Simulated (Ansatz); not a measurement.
# Indium, bcc under BLYP: structure, energy and stiffness, part 2 of 2

What does BLYP give for indium in the bcc structure? We relax it, solve it on a dense k-mesh, then scale the cell to 7 volumes from 88 to 112 % of the relaxed one and try a fit of the equation of state. Spin polarisation is left out. The k-meshes are 12×12×12 for the relaxation; 18×18×18 for the dense run; 18×18×18 for the volumes.

Ansatz 0.2.0; DFT, BLYP, plane waves (420 eV) with PAW, scalar-relativistic.

### 6 The cell scaled to 96 % of its volume

This is In in the bcc structure; at room conditions it is tetragonal.

Input file input.yaml:

```yaml
crystal:
  lattice:
    - [-1.9632365554, 1.9632365554, 1.9632365554]
    - [1.9632365554, -1.9632365554, 1.9632365554]
    - [1.9632365554, 1.9632365554, -1.9632365554]
  atoms:
    - { symbol: In, position: [0.0, 0.0, 0.0] }
hamiltonian:
  xc: blyp
  pseudopotentials:
    kind: paw
    azcp:
      In: "pseudopotentials/In.paw.azcp"
basis:
  ecutwfc: 420
  fft_grid_basis: typed
kpoints:
  mp_grid: { grid: [18, 18, 18], shift: [0, 0, 0] }
magnetization:
  spin_polarized: false
scf:
  occupations: { method: fermi_dirac, width: 0.1 }
output:
  stress: true
  write_density: true
  write_potential: true
  elf: true
  volumetric_format: npy
```

The log of the run, cut to the lines that bear on the results:

```text
Warning: RAYON_NUM_THREADS=2 ignored (pool sized by the plan → 2); use --threads N
[...]
Pseudopotentials: kind: paw
Pseudopotential: In, paw, valence charge 13, recommended cutoff 420 eV (normal), <dir>
Functional definition: BLYP
[...]
Crystal: 1 atoms, lattice volume = 30.268 Å³
Basis set: ecut = 420 eV, 603 PW (Γ), exchange–correlation on 48×48×48 points (8 copies of the dense FFT grid, shifted against one another)
Bands: 11, of which v1, the nominal top of the filled ones, is band 7 counted from 1 (6 counted from 0)
Symmetry: 48 space group operations
Space group: Im-3m (ITA 229), of the structure as read, at distance tolerance 3.1e-5 Å
k-points: 195 of 5832
[...]
SCF iter   1: F=—  HF=-5613.813442 eV  |F-HF|=—  |Δ(HF+E_count)|=         —  Δρ=6.00e-3  dr2=7.26e-3  ethr=1.77e-3  ⟨swp⟩=5.0  Hψ=12634  notcnv=0
[...]
SCF iter   6: F=-5613.813745 eV  HF=-5613.813745 eV  |F-HF|=5.73e-8  |Δ(HF+E_count)|=   9.29e-7  Δρ=1.45e-5  dr2=5.29e-8  ethr=7.69e-10  ⟨swp⟩=7.4  Hψ=13479  notcnv=0
[...]
SCF converged after 6 iterations
Free energy (F): -5613.813745 eV
[...]
E sigma→0 (E₀):  -5613.805427 eV
Entropy (-TS):   -0.016635 eV (-16.635 meV/atom)
Fermi energy:    8.789512 eV
[...]
--- Stress (GPa, compression-positive) ---
        0.919769       0.000000      -0.000000
        0.000000       0.919769      -0.000000
        0.000000      -0.000000       0.919769
  P = ⅓ Tr σ = 0.9198 GPa (9.198 kbar)
--- Band table (eV; the first three rows and the last of 195) ---
  k-point 0: bands = ["-5.8169", "-5.8169", "-5.8169", "-5.6252", "-5.6252", "0.1715", "18.0799", "18.0799", "18.0799", "21.6453", "21.6453"]
[...]
```

Wall time 2.7 s (2 threads of an Arm CPU, shared host); peak memory 0.34 GiB.

### 7 The cell scaled to 100 % of its volume

input.yaml: that of step 6 with these lines changed.

```diff
@@ -2,5 +2,5 @@
   lattice:
-    - [-1.9632365554, 1.9632365554, 1.9632365554]
-    - [1.9632365554, -1.9632365554, 1.9632365554]
-    - [1.9632365554, 1.9632365554, -1.9632365554]
+    - [-1.9901335492, 1.9901335492, 1.9901335492]
+    - [1.9901335492, -1.9901335492, 1.9901335492]
+    - [1.9901335492, 1.9901335492, -1.9901335492]
   atoms:
```

The log of the run, cut to the lines that bear on the results:

```text
Warning: RAYON_NUM_THREADS=2 ignored (pool sized by the plan → 2); use --threads N
[...]
[... 3 set-up lines as earlier in the session ...]
[...]
Crystal: 1 atoms, lattice volume = 31.529 Å³
Basis set: ecut = 420 eV, 627 PW (Γ), exchange–correlation on 48×48×48 points (8 copies of the dense FFT grid, shifted against one another)
Bands: 11, of which v1, the nominal top of the filled ones, is band 7 counted from 1 (6 counted from 0)
[... 2 set-up lines as earlier in the session ...]
k-points: 195 of 5832
[...]
SCF iter   1: F=—  HF=-5613.816721 eV  |F-HF|=—  |Δ(HF+E_count)|=         —  Δρ=5.98e-3  dr2=7.91e-3  ethr=1.77e-3  ⟨swp⟩=5.0  Hψ=12614  notcnv=0
[...]
SCF iter   7: F=-5613.816959 eV  HF=-5613.816959 eV  |F-HF|=1.60e-8  |Δ(HF+E_count)|=   1.65e-7  Δρ=9.31e-6  dr2=1.77e-8  ethr=7.69e-10  ⟨swp⟩=7.3  Hψ=13207  notcnv=0
[...]
SCF converged after 7 iterations
Free energy (F): -5613.816959 eV
[...]
E sigma→0 (E₀):  -5613.808313 eV
Entropy (-TS):   -0.017292 eV (-17.292 meV/atom)
Fermi energy:    8.306178 eV
[...]
--- Stress (GPa, compression-positive) ---
       -0.063232      -0.000000      -0.000000
       -0.000000      -0.063232      -0.000000
       -0.000000       0.000000      -0.063232
  P = ⅓ Tr σ = -0.0632 GPa (-0.632 kbar)
--- Band table (eV; the first three rows and the last of 195) ---
  k-point 0: bands = ["-6.2774", "-6.2774", "-6.2774", "-6.1055", "-6.1055", "-0.0841", "17.2050", "17.2050", "17.2050", "21.0227", "21.0227"]
[...]
```

Wall time 2.8 s (2 threads of an Arm CPU, shared host); peak memory 0.34 GiB.

### 8 The cell scaled to 104 % of its volume

input.yaml: that of step 7 with these lines changed.

```diff
@@ -2,5 +2,5 @@
   lattice:
-    - [-1.9901335492, 1.9901335492, 1.9901335492]
-    - [1.9901335492, -1.9901335492, 1.9901335492]
-    - [1.9901335492, 1.9901335492, -1.9901335492]
+    - [-2.0163225202, 2.0163225202, 2.0163225202]
+    - [2.0163225202, -2.0163225202, 2.0163225202]
+    - [2.0163225202, 2.0163225202, -2.0163225202]
   atoms:
```

The log of the run, cut to the lines that bear on the results:

```text
Warning: RAYON_NUM_THREADS=2 ignored (pool sized by the plan → 2); use --threads N
[...]
[... 3 set-up lines as earlier in the session ...]
[...]
Crystal: 1 atoms, lattice volume = 32.790 Å³
Basis set: ecut = 420 eV, 627 PW (Γ), exchange–correlation on 48×48×48 points (8 copies of the dense FFT grid, shifted against one another)
Bands: 11, of which v1, the nominal top of the filled ones, is band 7 counted from 1 (6 counted from 0)
[... 2 set-up lines as earlier in the session ...]
k-points: 195 of 5832
[...]
SCF iter   1: F=—  HF=-5613.813143 eV  |F-HF|=—  |Δ(HF+E_count)|=         —  Δρ=5.91e-3  dr2=8.41e-3  ethr=1.77e-3  ⟨swp⟩=5.0  Hψ=12624  notcnv=0
[...]
SCF iter   7: F=-5613.813323 eV  HF=-5613.813323 eV  |F-HF|=9.74e-10  |Δ(HF+E_count)|=   8.68e-8  Δρ=1.42e-6  dr2=4.84e-10  ethr=7.69e-10  ⟨swp⟩=9.4  Hψ=14905  notcnv=0
[...]
SCF converged after 7 iterations
Free energy (F): -5613.813323 eV
[...]
E sigma→0 (E₀):  -5613.804330 eV
Entropy (-TS):   -0.017986 eV (-17.986 meV/atom)
Fermi energy:    7.862740 eV
[...]
--- Stress (GPa, compression-positive) ---
       -0.829119       0.000000       0.000000
       -0.000000      -0.829119       0.000000
       -0.000000      -0.000000      -0.829119
  P = ⅓ Tr σ = -0.8291 GPa (-8.291 kbar)
--- Band table (eV; the first three rows and the last of 195) ---
  k-point 0: bands = ["-6.7058", "-6.7058", "-6.7058", "-6.5513", "-6.5513", "-0.3205", "16.3975", "16.3975", "16.3975", "20.4413", "20.4413"]
[...]
```

It took 2.9 s on 2 threads of an Arm CPU, shared host; peak memory 0.35 GiB.

### 9 The cell scaled to 108 % of its volume

input.yaml: that of step 8 with these lines changed.

```diff
@@ -2,5 +2,5 @@
   lattice:
-    - [-2.0163225202, 2.0163225202, 2.0163225202]
-    - [2.0163225202, -2.0163225202, 2.0163225202]
-    - [2.0163225202, 2.0163225202, -2.0163225202]
+    - [-2.0418482999, 2.0418482999, 2.0418482999]
+    - [2.0418482999, -2.0418482999, 2.0418482999]
+    - [2.0418482999, 2.0418482999, -2.0418482999]
   atoms:
```

The log of the run, cut to the lines that bear on the results:

```text
Warning: RAYON_NUM_THREADS=2 ignored (pool sized by the plan → 2); use --threads N
[...]
[... 3 set-up lines as earlier in the session ...]
[...]
Crystal: 1 atoms, lattice volume = 34.051 Å³
Basis set: ecut = 420 eV, 675 PW (Γ), exchange–correlation on 48×48×48 points (8 copies of the dense FFT grid, shifted against one another)
Bands: 11, of which v1, the nominal top of the filled ones, is band 7 counted from 1 (6 counted from 0)
[... 2 set-up lines as earlier in the session ...]
k-points: 195 of 5832
[...]
SCF iter   1: F=—  HF=-5613.804244 eV  |F-HF|=—  |Δ(HF+E_count)|=         —  Δρ=5.83e-3  dr2=8.91e-3  ethr=1.77e-3  ⟨swp⟩=5.0  Hψ=12714  notcnv=0
[...]
SCF iter   6: F=-5613.804357 eV  HF=-5613.804357 eV  |F-HF|=6.78e-8  |Δ(HF+E_count)|=   3.23e-7  Δρ=1.72e-5  dr2=9.42e-8  ethr=7.69e-10  ⟨swp⟩=7.9  Hψ=13897  notcnv=0
[...]
SCF converged after 6 iterations
Free energy (F): -5613.804357 eV
[...]
E sigma→0 (E₀):  -5613.794993 eV
Entropy (-TS):   -0.018729 eV (-18.729 meV/atom)
Fermi energy:    7.454223 eV
[...]
--- Stress (GPa, compression-positive) ---
       -1.424574      -0.000000       0.000000
        0.000000      -1.424574      -0.000000
        0.000000       0.000000      -1.424574
  P = ⅓ Tr σ = -1.4246 GPa (-14.246 kbar)
--- Band table (eV; the first three rows and the last of 195) ---
  k-point 0: bands = ["-7.1048", "-7.1048", "-7.1048", "-6.9656", "-6.9656", "-0.5398", "15.6499", "15.6499", "15.6499", "19.8949", "19.8949"]
[...]
```

Run time: 2.9 s. Hardware: 2 threads of an Arm CPU, shared host; peak memory 0.35 GiB.

### 10 The cell scaled to 112 % of its volume

Input file input.yaml:

```yaml
crystal:
  lattice:
    - [-2.0667513432, 2.0667513432, 2.0667513432]
    - [2.0667513432, -2.0667513432, 2.0667513432]
    - [2.0667513432, 2.0667513432, -2.0667513432]
  atoms:
    - { symbol: In, position: [0.0, 0.0, 0.0] }
hamiltonian:
  xc: blyp
  pseudopotentials:
    kind: paw
    azcp:
      In: "pseudopotentials/In.paw.azcp"
basis:
  ecutwfc: 420
  fft_grid_basis: typed
kpoints:
  mp_grid: { grid: [18, 18, 18], shift: [0, 0, 0] }
magnetization:
  spin_polarized: false
scf:
  occupations: { method: fermi_dirac, width: 0.1 }
output:
  stress: true
```

The log of the run, cut to the lines that bear on the results:

```text
Warning: RAYON_NUM_THREADS=2 ignored (pool sized by the plan → 2); use --threads N
[...]
[... 3 set-up lines as earlier in the session ...]
[...]
Crystal: 1 atoms, lattice volume = 35.312 Å³
Basis set: ecut = 420 eV, 675 PW (Γ), exchange–correlation on 48×48×48 points (8 copies of the dense FFT grid, shifted against one another)
Bands: 11, of which v1, the nominal top of the filled ones, is band 7 counted from 1 (6 counted from 0)
[... 1 set-up line as earlier in the session ...]
Space group: Im-3m (ITA 229), of the structure as read, at distance tolerance 3.3e-5 Å
k-points: 195 of 5832
[...]
SCF iter   1: F=—  HF=-5613.791215 eV  |F-HF|=—  |Δ(HF+E_count)|=         —  Δρ=5.91e-3  dr2=9.63e-3  ethr=1.77e-3  ⟨swp⟩=5.0  Hψ=12854  notcnv=0
[...]
SCF iter   7: F=-5613.791250 eV  HF=-5613.791250 eV  |F-HF|=7.69e-9  |Δ(HF+E_count)|=   2.00e-7  Δρ=3.67e-6  dr2=4.22e-9  ethr=7.69e-10  ⟨swp⟩=4.1  Hψ=5924  notcnv=0
[...]
SCF converged after 7 iterations
Free energy (F): -5613.791250 eV
[...]
E sigma→0 (E₀):  -5613.781486 eV
Entropy (-TS):   -0.019529 eV (-19.529 meV/atom)
Fermi energy:    7.076301 eV
[...]
--- Stress (GPa, compression-positive) ---
       -1.885873       0.000000       0.000000
        0.000000      -1.885873      -0.000000
       -0.000000      -0.000000      -1.885873
  P = ⅓ Tr σ = -1.8859 GPa (-18.859 kbar)
```

Run time: 2 s. Hardware: 2 threads of an Arm CPU, shared host; peak memory 0.34 GiB.

### 11 Energy and pressure against volume

The cell was scaled evenly, with its shape and the fractional positions fixed.

```csv
V (Å³/atom),E − E₀ (meV/atom),P from the stress (GPa),P from the fit (GPa)
27.745,37.6,3.80,3.76
29.006,14.6,2.18,2.14
30.268,2.9,0.92,0.88
31.529,0.0,-0.06,-0.11
32.790,4.0,-0.83,-0.87
34.051,13.4,-1.42,-1.47
35.312,26.9,-1.89,-1.94
```

Fit (Birch-Murnaghan, third order): V₀ = 31.378 Å³/atom, B₀ = 22 GPa, B₀′ = 5.1, largest residual 0.01 meV/atom.

### 12 Results

What follows sums up all 2 parts.

| quantity | value |
| --- | --- |
| space group (spins left aside) | Im-3m (No. 229) |
| conventional cell | a = 3.980 Å |
| volume | 31.529 Å³/atom |
| shortest distance | 3.447 Å |
| gap on the mesh | none (levels filled in part) |
| V₀, B₀, B₀′ | 31.378 Å³/atom, 22 GPa, 5.1 |

From the guessed start the volume grew by 20.6 % in 5 steps. No gap shows: it is a metal or semimetal at this level. The fitted modulus is 22 GPa. Relaxation kept the symmetry; phonons were not checked.
